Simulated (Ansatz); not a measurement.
# MgO: the cost of one run

Computed with Ansatz 0.2.0 (DFT PBEsol, scalar-relativistic, plane waves, PAW, unless a step's input says otherwise).

The COD entry's cell or inner coordinates are ideal or old and differ from later refinements, so a difference from it is no clean test against experiment.

2 further runs of the same task are left out: 2 set aside as unsound or not needed.

**1. The system as given**

The structure is cubic, space group Fm-3m (No. 225). Conventional cell: a = 4.214 Å, b = 4.214 Å, c = 4.214 Å, α = 90.00°, β = 90.00°, γ = 90.00°. Around Mg (site symmetry m-3m) lie 6 O at 2.11 Å. Around O (site symmetry m-3m) lie 6 Mg at 2.11 Å.

Structure file:

```cif
data_structure
_symmetry_space_group_name_H-M 'Fm-3m'
_symmetry_Int_Tables_number 225
_cell_length_a 4.2143
_cell_length_b 4.2143
_cell_length_c 4.2143
_cell_angle_alpha 90.000
_cell_angle_beta 90.000
_cell_angle_gamma 90.000
_cell_volume 74.85
loop_
_atom_site_label
_atom_site_type_symbol
_atom_site_symmetry_multiplicity
_atom_site_Wyckoff_symbol
_atom_site_fract_x
_atom_site_fract_y
_atom_site_fract_z
_atom_site_occupancy
Mg1 Mg 4 a 0.00000 0.00000 0.00000 1
O1 O 4 b 0.50000 0.00000 0.00000 1
```

This cell was relaxed beforehand with the same method: volume 9.36 Å³/atom, gap on the mesh 4.62 eV.

**2. Next: the [111] wire, 16 host atoms a period**

The wire is cut from the relaxed crystal, periodic along c with vacuum across. Atoms and period relax; energies count from the bulk, -1237.9357 eV an atom.

The cell holds 8 Mg, 8 O: a = 12.400 Å, b = 12.300 Å, c = 7.299 Å, α = 90.00°, β = 90.00°, γ = 90.00°.

**3. The relaxation run**

Pressure and volume refer to the whole cell with its vacuum; only the period along c may change.

Contents of input.yaml:

```yaml
crystal:
  lattice:
    - [12.4, 0.0, 0.0]
    - [0.0, 12.3, 0.0]
    - [0.0, 0.0, 7.2993106077]
  atoms:
    - { symbol: Mg, position: [0.5693735488, 0.5, 0.0] }
    - { symbol: O, position: [0.4306264512, 0.5, 0.8333333333] }
    - { symbol: Mg, position: [0.4306264512, 0.5, 0.3333333333] }
    - { symbol: O, position: [0.5693735488, 0.5, 0.5] }
    - { symbol: Mg, position: [0.3612529025, 0.3788645904, 0.0] }
    - { symbol: Mg, position: [0.6387470975, 0.3788645904, 0.3333333333] }
    - { symbol: Mg, position: [0.5, 0.6211354096, 0.6666666667] }
    - { symbol: O, position: [0.5, 0.3788645904, 0.1666666667] }
    - { symbol: O, position: [0.3612529025, 0.6211354096, 0.5] }
    - { symbol: O, position: [0.6387470975, 0.6211354096, 0.8333333333] }
    - { symbol: Mg, position: [0.3612529025, 0.6211354096, 0.0] }
    - { symbol: Mg, position: [0.6387470975, 0.6211354096, 0.3333333333] }
    - { symbol: Mg, position: [0.5, 0.3788645904, 0.6666666667] }
    - { symbol: O, position: [0.5, 0.6211354096, 0.1666666667] }
    - { symbol: O, position: [0.3612529025, 0.3788645904, 0.5] }
    - { symbol: O, position: [0.6387470975, 0.3788645904, 0.8333333333] }
basis:
  ecutwfc: 420
kpoints:
  mp_grid: { grid: [1, 1, 5] }
hamiltonian:
  xc: pbesol
scf:
  occupations: { method: gaussian, width: 0.05 }
output:
  forces: true
  stress: true
  eigenvalues: true
  populations: true
  write_density: true
  write_potential: true
  elf: true
  volumetric_format: npy
relax:
  adjacent_minimum: "off"
  f_tol: 0.02
  max_steps: 45
  cell: { fix: [a, b, alpha, beta, gamma], stress_tol: 0.03 }
```

Launch:

```bash
$ ansatz run input.yaml --threads 4 --pin off --max-ram 11264MiB --backend cpu --events-out ev --progress --plain --runs-dir out
```

What time and memory should one allow on 4 threads of Arm Neoverse V2, shared host?

About 2.1 min, with a peak of 1.8 GiB.
